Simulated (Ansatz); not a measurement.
Runs of Ansatz 0.2.0 on TaN. Symmetry: Fm-3m, No. 225, cubic system. Conventional cell: a = 4.423 Å, b = 4.423 Å, c = 4.423 Å, α = 90.00°, β = 90.00°, γ = 90.00°. Ta (site symmetry m-3m) has 6 N at 2.21 Å as nearest neighbours. N (site symmetry m-3m) is surrounded by 6 Ta at 2.21 Å. The cell comes from a database or a generator and needn't be the stable form of this composition.

```csv
task,level,spin,cell,k mesh,cutoff (eV),smearing,points for each segment of the path,gap on the mesh (eV),pressure (GPa),relaxed volume (Å³/atom)
band structure,PBEsol,off,as given,10 × 10 × 10,420,fermi-dirac 0.05 eV,14,none,(a),-
relaxation of cell and atoms,RPBE,off,relaxed,10 × 10 × 10,420,fermi-dirac 0.05 eV,-,-,0.0,10.92
single point,PBE,off,as given,10 × 10 × 10,420,gaussian 0.012 eV,-,none,-1.4,-
band structure,PBEsol,"SOC, no magnetisation",as given,7 × 7 × 7,420,fermi-dirac 0.05 eV,14,none,-10.9,-
relaxation of cell and atoms,LDA,off,relaxed,10 × 10 × 10,420,fermi-dirac 0.05 eV,-,-,0.0,10.27
band structure,BLYP,off,as given,10 × 10 × 10,420,fermi-dirac 0.05 eV,14,none,(b),-
relaxation of cell and atoms,BLYP,off,relaxed,10 × 10 × 10,420,fermi-dirac 0.05 eV,-,-,0.0,11.16
relaxation of cell and atoms,revPBE,off,relaxed,10 × 10 × 10,420,fermi-dirac 0.05 eV,-,-,0.0,10.88
band structure,revPBE,off,as given,10 × 10 × 10,420,fermi-dirac 0.05 eV,14,none,2.0,-
band structure,LDA,"SOC, no magnetisation",as given,7 × 7 × 7,420,fermi-dirac 0.05 eV,14,none,-17.2,-
band structure,r2SCAN,off,as given,10 × 10 × 10,500,fermi-dirac 0.05 eV,14,none,-6.2,-
relaxation of cell and atoms,PBEsol,off,relaxed,10 × 10 × 10,420,fermi-dirac 0.05 eV,-,none,0.0,10.47
```

Alike in all rows: potentials or basis Ansatz PAW.

Estimate the missing entries.

(a) -10.7; (b) 10.3.

Caveats: the PAW data sets come from PBE, with cores solved anew for the run's functional, which leaves a small shift of forces and pressure (some runs); the plane-wave basis is chosen anew once the cell has moved, so the energies of steps on either side of that aren't comparable (some runs); spin-orbit coupling is left out, which moves the levels of the heavy elements (some runs); so large a pressure means that the cell lies far from this level's equilibrium, or that cutoff or potentials fall short (some runs).

A k mesh can miss the band edges, and rows without SOC leave out spin-orbit coupling on Ta.

A gap of «none» marks a metal or a gap under the smearing width.
